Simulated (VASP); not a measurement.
Te2Mo, 12 atoms in the cell. The structure is monoclinic, space group P2_1/m (No. 11). Conventional cell: a = 6.340 Å, b = 3.467 Å, c = 13.287 Å, α = 90.00°, β = 93.77°, γ = 90.00°. Te (site symmetry m) has 3 Mo at 2.78 to 2.80 Å as nearest neighbours. Te (site symmetry m) is surrounded by 3 Mo at 2.70 Å. Te (site symmetry m) has 3 Mo at 2.70 Å as nearest neighbours. Around Te (site symmetry m) lie 3 Mo at 2.78 to 2.80 Å. Mo (site symmetry m) has 6 Te at 2.70 to 2.80 Å and 2 Mo at 2.89 Å as nearest neighbours. Mo (site symmetry m) has 6 Te at 2.70 to 2.80 Å and 2 Mo at 2.89 Å as nearest neighbours. The cell is a database's computed one.

```yaml
Program: VASP 6.6.1
Task: single point
Functional: PBE
Dispersion: D3(BJ)
Potentials_or_basis: VASP PAW PBE potentials, release 64 (Te, Mo_sv)
Cutoff: 520 eV
k_mesh: 4 × 6 × 2
Occupations: fermi-dirac, width 0.02 eV
Spin: no spin polarisation
Dipole_correction: no
Further_INCAR_settings: ALGO = Fast; EDIFF = 1e-07; NBANDS = 64
```

Potentials or basis: VASP PAW PBE potentials, release 64 (Te, Mo_sv).

Run with:

```bash
$ cat potpaw_PBE.64/Te/POTCAR potpaw_PBE.64/Mo_sv/POTCAR > POTCAR
$ mpirun -np 1 vasp_std > vasp.out
```

Hardware: 1 thread of Intel(R) Xeon(R) 6975P-C (Granite Rapids) (shared host).

Q: Estimate the wall time of this run.

A: It took 5.1 min on 1 thread of Intel(R) Xeon(R) 6975P-C (Granite Rapids), on a shared host, peak memory 0.55 GiB. Counts: scf iterations 20, k points 24.
